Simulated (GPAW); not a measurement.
Runs of GPAW 26.7.0 on FeO (Wuestite). The structure is trigonal, space group R-3m (No. 166). The conventional cell has a = 3.038 Å, b = 3.038 Å, c = 7.559 Å, α = 90.00°, β = 90.00°, γ = 120.00°. Around Fe (site symmetry -3m) lie 6 O at 2.16 Å. O (site symmetry -3m) is surrounded by 6 Fe at 2.16 Å. 

```csv
U,pressure (GPa),moment (μB)
Fe d U = 6 eV,(a),4.03
Fe d U = 3 eV,-6.9,4.00
Fe d U = 2 eV,-7.3,4.00
Fe d U = 8 eV,-3.1,(b)
Fe d U = 4 eV,-6.4,4.00
```

Alike in all rows: task band structure; level PBEsol+U; potentials or basis PAW data sets generated in the run's folder for this functional, pw; spin collinear, ferromagnetic start; cell as given; k mesh 8 × 8 × 8; cutoff (eV) 800; smearing fermi-dirac 0.05 eV.

Q: Estimate the missing entries.

A: (a) -4.9; (b) 4.06.

Caveats: a cell with one magnetic atom can't hold antiferromagnetic order, which such compounds often take.
